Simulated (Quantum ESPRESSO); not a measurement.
# HfO2 (P4_2/nmc) in Quantum ESPRESSO: phonons with LDA

Aim: the phonons of HfO2 with LDA.

All numbers are computed with Quantum ESPRESSO 7.5; they aren't measurements. Logs are shortened: lines on timing, memory, paths and dates and some standing lists are left out, and cuts for length are marked.

### 1 The structure

It takes space group P4_2/nmc (No. 137, tetragonal). Conventional cell: a = 3.558 Å, b = 3.558 Å, c = 5.172 Å, α = 90.00°, β = 90.00°, γ = 90.00°. Hf (site symmetry -4m2) is surrounded by 4 O at 2.05 Å. O (site symmetry 2mm) has 2 Hf at 2.05 Å as nearest neighbours.

Measurements of this composition are mostly on another form, of space group No. 14.

### 2 Phonons, LDA

pw.in

```
&CONTROL
  calculation = 'scf'
  prefix = 'pwscf'
  outdir = './tmp'
  pseudo_dir = './pseudo'
  tprnfor = .true.
  tstress = .true.
  disk_io = 'low'
/
&SYSTEM
  ibrav = 0
  celldm(1) = 8
  nat = 6
  ntyp = 2
  ecutwfc = 52
  ecutrho = 312
  nbnd = 33
  occupations = 'smearing'
  smearing = 'fd'
  degauss = 0.00367493
/
&ELECTRONS
  conv_thr = 1.2d-09
  electron_maxstep = 120
  mixing_beta = 0.5
/
ATOMIC_SPECIES
Hf   178.4900 Hf.LDA_PW-JTH.UPF
O     15.9990 O.LDA_PW-JTH.UPF
CELL_PARAMETERS alat
  0.8404602599781   0.0000000000000   0.0000000000000
  0.0000000000000   0.8404602599781   0.0000000000000
  0.0000000000000   0.0000000000000   1.2216751551845
ATOMIC_POSITIONS crystal
Hf     0.0000000000    0.0000000000    0.0000000000
Hf     0.5000000000    0.5000000000    0.5000000000
O      0.0000000000    0.5000000000    0.1972078800
O      0.5000000000    0.0000000000    0.3027921200
O      0.5000000000    0.0000000000    0.8027921200
O      0.0000000000    0.5000000000    0.6972078800
K_POINTS automatic
4 4 4 1 1 1
```

relax.in

```
&CONTROL
  calculation = 'vc-relax'
  prefix = 'pwscf'
  outdir = './tmp'
  pseudo_dir = './pseudo'
  tprnfor = .true.
  tstress = .true.
  disk_io = 'low'
  nstep = 40
  forc_conv_thr = 0.0001
  etot_conv_thr = 1d-06
/
&SYSTEM
  ibrav = 0
  celldm(1) = 8
  nat = 6
  ntyp = 2
  ecutwfc = 52
  ecutrho = 312
  nbnd = 33
  occupations = 'smearing'
  smearing = 'fd'
  degauss = 0.00367493
/
&ELECTRONS
  conv_thr = 1.2d-09
  electron_maxstep = 120
  mixing_beta = 0.5
/
&IONS
  ion_dynamics = 'bfgs'
/
&CELL
  cell_dynamics = 'bfgs'
  press = 0
  press_conv_thr = 0.2
/
ATOMIC_SPECIES
Hf   178.4900 Hf.LDA_PW-JTH.UPF
O     15.9990 O.LDA_PW-JTH.UPF
CELL_PARAMETERS alat
  0.8404602599781   0.0000000000000   0.0000000000000
  0.0000000000000   0.8404602599781   0.0000000000000
  0.0000000000000   0.0000000000000   1.2216751551845
ATOMIC_POSITIONS crystal
Hf     0.0000000000    0.0000000000    0.0000000000
Hf     0.5000000000    0.5000000000    0.5000000000
O      0.0000000000    0.5000000000    0.1972078800
O      0.5000000000    0.0000000000    0.3027921200
O      0.5000000000    0.0000000000    0.8027921200
O      0.0000000000    0.5000000000    0.6972078800
K_POINTS automatic
4 4 4 1 1 1
```

scf2.in

```
&CONTROL
  calculation = 'scf'
  prefix = 'pwscf'
  outdir = './tmp'
  pseudo_dir = './pseudo'
  tprnfor = .true.
  tstress = .true.
  disk_io = 'low'
/
&SYSTEM
  ibrav = 0
  celldm(1) = 8
  nat = 6
  ntyp = 2
  ecutwfc = 52
  ecutrho = 312
  nbnd = 33
  occupations = 'fixed'
/
&ELECTRONS
  conv_thr = 1d-13
  electron_maxstep = 120
  mixing_beta = 0.5
  startingpot = 'file'
  startingwfc = 'file'
/
ATOMIC_SPECIES
Hf   178.4900 Hf.LDA_PW-JTH.UPF
O     15.9990 O.LDA_PW-JTH.UPF
CELL_PARAMETERS alat
  0.8320127309265   0.0000000000000   0.0000000000000
  0.0000000000000   0.8320127309265   0.0000000000000
  0.0000000000000   0.0000000000000   1.1951007581105
ATOMIC_POSITIONS crystal
Hf     0.0000000000    0.0000000000    0.0000000000
Hf     0.5000000000    0.5000000000    0.5000000000
O      0.0000000000    0.5000000000    0.2083225770
O      0.5000000000    0.0000000000    0.2916774230
O      0.5000000000    0.0000000000    0.7916774230
O      0.0000000000    0.5000000000    0.7083225770
K_POINTS automatic
4 4 4 1 1 1
```

ph.in

```
phonons of HfO2
&INPUTPH
  prefix = 'pwscf'
  outdir = './tmp'
  tr2_ph = 1d-18
  fildyn = 'dyn'
  niter_ph = 90
  alpha_mix(1) = 0.7
  epsil = .true.
/
0.0000000000 0.0000000000 0.0000000000
```

dynmat.in

```
&INPUT
  fildyn = 'dyn'
  asr = 'crystal'
  lperm = .true.
  filout = 'dynmat.disp'
  fileig = 'dynmat.eig'
/
```

dynmat_lo.in

```
&INPUT
  fildyn = 'dyn'
  asr = 'crystal'
  filout = 'dynmat_lo.disp'
  fileig = 'dynmat_lo.eig'
  q(1) = 0
  q(2) = 0
  q(3) = 1
/
```

Potentials or basis: JTH 2.0 LDA.

The run is started by

```bash
$ OMP_NUM_THREADS=1 pw.x -in pw.in > pw.out
$ OMP_NUM_THREADS=1 pw.x -in relax.in > relax.out
$ OMP_NUM_THREADS=1 pw.x -in scf2.in > scf2.out
$ OMP_NUM_THREADS=1 ph.x -in ph.in > ph.out
$ OMP_NUM_THREADS=1 dynmat.x -in dynmat.in > dynmat.out
$ OMP_NUM_THREADS=1 dynmat.x -in dynmat_lo.in > dynmat_lo.out
```

pw.out:

```text
This program is part of the open-source Quantum ESPRESSO suite
     for quantum simulation of materials; please cite
         "P. Giannozzi et al., J. Phys.:Condens. Matter 21 395502 (2009);
         "P. Giannozzi et al., J. Phys.:Condens. Matter 29 465901 (2017);
         "P. Giannozzi et al., J. Chem. Phys. 152 154105 (2020);
     in publications or presentations arising from this work. More details at

     file Hf.LDA_PW-JTH.UPF: wavefunction(s)  5S 5P 6P 5D 0D renormalized
     file O.LDA_PW-JTH.UPF: wavefunction(s)  0S 2P 0P renormalized
     Message from routine setup:
     using ibrav=0 with symmetry is DISCOURAGED, use correct ibrav instead

     G-vector sticks info
     --------------------
     sticks:   dense  smooth     PW     G-vecs:    dense   smooth      PW
     Sum        1117     749    221                41155    22457    3485

     Using Slab Decomposition

     bravais-lattice index     =            0
     lattice parameter (alat)  =       8.0000  a.u.
     unit-cell volume          =     441.8350 (a.u.)^3
     number of atoms/cell      =            6
     number of atomic types    =            2
     number of electrons       =        48.00
     number of Kohn-Sham states=           33
     kinetic-energy cutoff     =      52.0000  Ry
     charge density cutoff     =     312.0000  Ry
     scf convergence threshold =      1.2E-09
     mixing beta               =       0.5000
     number of iterations used =            8  plain     mixing
     Exchange-correlation= SLA PW NOGX NOGC
                           (   1   4   0   0   0   0   0)

     celldm(1)=   8.000000  celldm(2)=   0.000000  celldm(3)=   0.000000
     celldm(4)=   0.000000  celldm(5)=   0.000000  celldm(6)=   0.000000

     crystal axes: (cart. coord. in units of alat)
               a(1) = (   0.840460   0.000000   0.000000 )
               a(2) = (   0.000000   0.840460   0.000000 )
               a(3) = (   0.000000   0.000000   1.221675 )

     reciprocal axes: (cart. coord. in units 2 pi/alat)
               b(1) = (  1.189824  0.000000  0.000000 )
               b(2) = (  0.000000  1.189824  0.000000 )
               b(3) = (  0.000000  0.000000  0.818548 )

     PseudoPot. # 1 for Hf read from file:
     Hf.LDA_PW-JTH.UPF
     Pseudo is Projector augmented-wave + core cor, Zval = 12.0
     Generated using ATOMPAW code
     Shape of augmentation charge: SINC**2
     Using radial grid of 1119 points,  6 beta functions with:
                l(1) =   0
                l(2) =   0
                l(3) =   1
                l(4) =   1
                l(5) =   2
                l(6) =   2
     Q(r) pseudized with 0 coefficients

     PseudoPot. # 2 for O  read from file:
     O.LDA_PW-JTH.UPF
     Pseudo is Projector augmented-wave + core cor, Zval =  6.0
     Generated using ATOMPAW code
     Shape of augmentation charge: SINC**2
     Using radial grid of  943 points,  4 beta functions with:
                l(1) =   0
                l(2) =   0
                l(3) =   1
                l(4) =   1
     Q(r) pseudized with 0 coefficients

     atomic species   valence    mass     pseudopotential
     Hf               12.00   178.49000     Hf( 1.00)
     O                 6.00    15.99900     O ( 1.00)

     16 Sym. Ops., with inversion, found ( 8 have fractional translation)

   Cartesian axes

     site n.     atom                  positions (alat units)
         1        Hf     tau(   1) = (   0.0000000   0.0000000   0.0000000  )
         2        Hf     tau(   2) = (   0.4202301   0.4202301   0.6108376  )
         3        O      tau(   3) = (   0.0000000   0.4202301   0.2409240  )
         4        O      tau(   4) = (   0.4202301   0.0000000   0.3699136  )
         5        O      tau(   5) = (   0.4202301   0.0000000   0.9807512  )
         6        O      tau(   6) = (   0.0000000   0.4202301   0.8517615  )

     number of k points=     6  Fermi-Dirac smearing, width (Ry)=  0.0037
                       cart. coord. in units 2pi/alat
        k(    1) = (   0.1487280   0.1487280   0.1023185), wk =   0.2500000
        k(    2) = (   0.1487280   0.1487280   0.3069556), wk =   0.2500000
        k(    3) = (   0.1487280   0.4461841   0.1023185), wk =   0.5000000
        k(    4) = (   0.1487280   0.4461841   0.3069556), wk =   0.5000000
        k(    5) = (   0.4461841   0.4461841   0.1023185), wk =   0.2500000
        k(    6) = (   0.4461841   0.4461841   0.3069556), wk =   0.2500000

     Dense  grid:    41155 G-vectors     FFT dimensions: (  40,  40,  60)

     Smooth grid:    22457 G-vectors     FFT dimensions: (  32,  32,  48)

     Check: negative core charge=   -0.000001

     Initial potential from superposition of free atoms

     starting charge      47.9969, renormalised to      48.0000
     Starting wfcs are   68 randomized atomic wfcs

     Self-consistent Calculation

     iteration #  1     ecut=    52.00 Ry     beta= 0.50
     Davidson diagonalization with overlap
     ethr =  1.00E-02,  avg # of iterations =  2.0

     total energy              =   -1519.69974072 Ry
     estimated scf accuracy    <       1.96198377 Ry

     iteration #  2     ecut=    52.00 Ry     beta= 0.50
     Davidson diagonalization with overlap
     ethr =  4.09E-03,  avg # of iterations =  2.5

     total energy              =   -1520.27670604 Ry
     estimated scf accuracy    <       0.68921144 Ry

     iteration #  3     ecut=    52.00 Ry     beta= 0.50
     Davidson diagonalization with overlap
     ethr =  1.44E-03,  avg # of iterations =  2.0

     total energy              =   -1520.40570874 Ry
     estimated scf accuracy    <       0.01429771 Ry

     iteration #  4     ecut=    52.00 Ry     beta= 0.50
     Davidson diagonalization with overlap
     ethr =  2.98E-05,  avg # of iterations =  3.3

     total energy              =   -1520.40752392 Ry
     estimated scf accuracy    <       0.00114679 Ry

     iteration #  5     ecut=    52.00 Ry     beta= 0.50
     Davidson diagonalization with overlap
     ethr =  2.39E-06,  avg # of iterations =  7.2

     total energy              =   -1520.40752395 Ry
     estimated scf accuracy    <       0.00012192 Ry

     iteration #  6     ecut=    52.00 Ry     beta= 0.50
     Davidson diagonalization with overlap
     ethr =  2.54E-07,  avg # of iterations =  2.2

     total energy              =   -1520.40756070 Ry
     estimated scf accuracy    <       0.00003585 Ry

     iteration #  7     ecut=    52.00 Ry     beta= 0.50
     Davidson diagonalization with overlap
     ethr =  7.47E-08,  avg # of iterations =  2.0

     total energy              =   -1520.40756999 Ry
     estimated scf accuracy    <       0.00000254 Ry

     iteration #  8     ecut=    52.00 Ry     beta= 0.50
     Davidson diagonalization with overlap
     ethr =  5.29E-09,  avg # of iterations =  2.0

     total energy              =   -1520.40757064 Ry
     estimated scf accuracy    <       0.00000008 Ry

     iteration #  9     ecut=    52.00 Ry     beta= 0.50
     Davidson diagonalization with overlap
     ethr =  1.71E-10,  avg # of iterations =  2.0

     total energy              =   -1520.40757065 Ry
     estimated scf accuracy    <          3.7E-09 Ry

     iteration # 10     ecut=    52.00 Ry     beta= 0.50
     Davidson diagonalization with overlap
     ethr =  7.70E-12,  avg # of iterations =  3.2

     End of self-consistent calculation

          k = 0.1487 0.1487 0.1023 (  2801 PWs)   bands (ev):

   -48.6937 -48.6801 -17.6828 -17.4282 -17.3769 -17.3644 -17.2937 -17.2855
    -5.9623  -4.5117  -4.3578  -3.7838   6.1791   6.9108   7.0744   7.8214
     8.2016   8.7879   9.7684  10.0719  10.6919  10.8084  11.2866  11.3917
    16.5023  16.5665  17.3004  17.4561  18.7490  19.4090  20.0167  20.4872
    21.7784

          k = 0.1487 0.1487 0.3070 (  2784 PWs)   bands (ev):

   -48.6897 -48.6841 -17.6094 -17.4895 -17.3824 -17.3459 -17.3183 -17.2945
    -5.5417  -4.8892  -4.3081  -4.0021   7.0411   7.2431   7.3727   7.9840
     8.0299   8.5622   9.2150   9.8297  10.3424  10.4109  11.1166  11.3260
    16.7381  16.8479  17.1279  17.2945  19.3102  19.9020  20.3521  20.9824
    21.0435

          k = 0.1487 0.4462 0.1023 (  2802 PWs)   bands (ev):

   -48.6857 -48.6800 -17.6379 -17.5890 -17.5095 -17.3781 -17.3436 -17.3117
    -5.1501  -4.5938  -4.2408  -4.0589   6.9370   7.1413   7.4394   7.7493
     8.2731   8.8638   9.4571   9.6531  10.2179  10.6976  11.0756  11.3368
    16.7050  16.8849  17.2500  17.3909  18.8118  19.5217  20.1933  20.5047
    20.9634

          k = 0.1487 0.4462 0.3070 (  2807 PWs)   bands (ev):

   -48.6840 -48.6817 -17.6885 -17.6488 -17.4229 -17.3447 -17.3399 -17.3207
    -5.0623  -4.8552  -4.1137  -4.0437   7.2838   7.4030   7.5689   7.8534
     8.2802   8.7664   9.6817   9.8243  10.0085  10.3623  10.4595  10.9395
    16.7054  16.9723  17.0135  17.3205  18.9660  19.2464  20.4225  20.9529
    21.2264

          k = 0.4462 0.4462 0.1023 (  2794 PWs)   bands (ev):

   -48.6800 -48.6777 -17.6926 -17.6823 -17.4938 -17.4398 -17.3959 -17.3849
    -4.4268  -4.4238  -4.3371  -4.1297   6.1095   6.3670   7.9094   8.1096
     8.1103   8.8067   9.8852  10.5736  10.6472  10.8195  10.9188  11.2890
    16.9112  17.2085  17.3016  17.4626  18.8373  19.3242  19.4464  19.7076
    20.3765

          k = 0.4462 0.4462 0.3070 (  2789 PWs)   bands (ev):

   -48.6793 -48.6784 -17.6422 -17.6161 -17.5697 -17.5098 -17.3790 -17.3784
    -4.4298  -4.4274  -4.2702  -4.1853   6.6539   6.8728   7.5028   7.6792
     8.6336   8.8934   9.3744   9.8201  10.5667  10.5742  11.0702  11.2307
    17.0525  17.1842  17.4993  17.5670  18.9964  19.1641  19.3619  19.5111
    20.8280

     the Fermi energy is    13.3444 ev

!    total energy              =   -1520.40757066 Ry
     total all-electron energy =     -1520.407571 Ry
     estimated scf accuracy    <          1.0E-09 Ry
     smearing contrib. (-TS)   =       0.00000000 Ry
     internal energy E=F+TS    =   -1520.40757066 Ry

     The total energy is F=E-TS. E is the sum of the following terms:
     one-electron contribution =     -47.74301137 Ry
     hartree contribution      =      53.44503878 Ry
     xc contribution           =     -80.93736002 Ry
     ewald contribution        =    -269.78616063 Ry
     one-center paw contrib.   =   -1175.38607742 Ry

     convergence has been achieved in  10 iterations

     Forces acting on atoms (cartesian axes, Ry/au):

     atom    1 type  1   force =     0.00000000    0.00000000   -0.00000000
     atom    2 type  1   force =     0.00000000    0.00000000    0.00000000
     atom    3 type  2   force =     0.00000000    0.00000000    0.00123687
     atom    4 type  2   force =     0.00000000    0.00000000   -0.00123687
     atom    5 type  2   force =     0.00000000    0.00000000   -0.00123687
     atom    6 type  2   force =     0.00000000    0.00000000    0.00123687

     Total force =     0.002474     Total SCF correction =     0.000009

     Computing stress (Cartesian axis) and pressure

          total   stress  (Ry/bohr**3)                   (kbar)     P=      -79.76
  -0.00052928   0.00000000   0.00000000          -77.86        0.00        0.00
   0.00000000  -0.00052928   0.00000000            0.00      -77.86        0.00
   0.00000000   0.00000000  -0.00056796            0.00        0.00      -83.55

=------------------------------------------------------------------------------=
   JOB DONE.
=------------------------------------------------------------------------------=
```

Run time: 31 min. Hardware: 1 thread of Intel Xeon at 2.50GHz (Skylake/Cascade Lake), shared host; peak memory 0.21 GiB.

Results:

| Item | Value |
| --- | --- |
| Free energy | -20686.2634 eV |
| Relaxed volume | 10.46 Å³/atom |
| Relaxed cell | a = 3.522 Å, b = 3.522 Å, c = 5.059 Å, α = 90.00°, β = 90.00°, γ = 90.00° |
| Space group after relaxing (to 0.05 Å) | P4_2/nmc (No. 137) |
| Pressure after relaxing | 0.0 GPa |
| Electronic dielectric tensor (diagonal) | 5.31, 5.31, 4.88 |
| Born charges (mean of the diagonal) | Hf +5.33; O -2.67 e |
| Highest phonon frequency at Γ, LO-TO splitting left out | 687 cm⁻¹ |
| Static dielectric tensor (diagonal) | 52.82, 52.82, 18.22 |

Step by step:
```csv
step,energy change (eV),largest force (eV/Å),pressure (GPa),volume (Å³)
1,0.0000,0.0318,-7.98,65.47
2,-0.0448,0.2793,2.98,62.85
3,-0.0550,0.1985,-0.09,63.45
4,-0.0596,0.1630,-0.69,63.49
5,-0.0653,0.1234,-0.87,63.40
6,-0.0715,0.0736,-0.69,63.18
7,-0.0753,0.0103,-0.11,62.82
8,-0.0754,0.0008,-0.04,62.77
9,-0.0754,0.0006,-0.01,62.77
10,-0.0754,0.0002,-0.01,62.77
```

Final structure:
```
Hf O
1.0
     3.52226    0.00000    0.00000
     0.00000    3.52226    0.00000
     0.00000    0.00000    5.05936
Hf O
2 4
Direct
  0.00000 0.00000 0.00000
  0.50000 0.50000 0.50000
  0.00000 0.50000 0.20832
  0.50000 0.00000 0.29168
  0.50000 0.00000 0.79168
  0.00000 0.50000 0.70832
```

Phonon frequencies in cm⁻¹ (negative: imaginary):
```tsv
q point	frequencies
(0.000, 0.000, 0.000)	1 1 3 111 111 130 130 241 278 327 470 470 482 482 618 687 687 687
```

Electronic dielectric tensor:
```
5.31 0.00 0.00
0.00 5.31 0.00
0.00 0.00 4.88
```

Born effective charge tensors (e):
atom 1, Hf
```
5.51 0.00 0.00
0.00 5.51 0.00
0.00 0.00 4.98
```
atom 2, Hf
```
5.51 0.00 0.00
0.00 5.51 0.00
0.00 0.00 4.98
```
atom 3, O
```
-2.21  0.00  0.00
 0.00 -3.30  0.00
 0.00  0.00 -2.49
```
atom 4, O
```
-2.21  0.00  0.00
 0.00 -3.30  0.00
 0.00  0.00 -2.49
```
atom 5, O
```
-3.30  0.00  0.00
 0.00 -2.21  0.00
 0.00  0.00 -2.49
```
atom 6, O
```
-3.30  0.00  0.00
 0.00 -2.21  0.00
 0.00  0.00 -2.49
```

Optical modes at Γ, degenerate ones joined, polar ones without the macroscopic field:
```tsv
cm⁻¹	components	symmetry	active in	IR intensity, summed ((D/Å)²/amu)
111	2	Eg	Raman	0.00
130	2	Eu	IR	42.21
241	1	B1g	Raman	0.00
278	1	A1g	Raman	0.00
327	1	A2u	IR	42.08
470	2	Eu	IR	64.51
482	2	Eg	Raman	0.00
618	1	B1g	Raman	0.00
687	2	Eg	Raman	0.00
687	1	B2u	silent	0.00
```

Zone-centre frequencies without and with the macroscopic field along z (cm⁻¹):
|  | optical modes in rising order |
| --- | --- |
| without | 111 111 130 130 241 278 327 470 470 482 482 618 687 687 687 |
| with the field | 111 111 130 130 241 278 470 470 482 482 618 632 687 687 687 |

Static dielectric tensor, electrons and zone-centre modes:
```
52.82  0.00  0.00
 0.00 52.82  0.00
 0.00  0.00 18.22
```
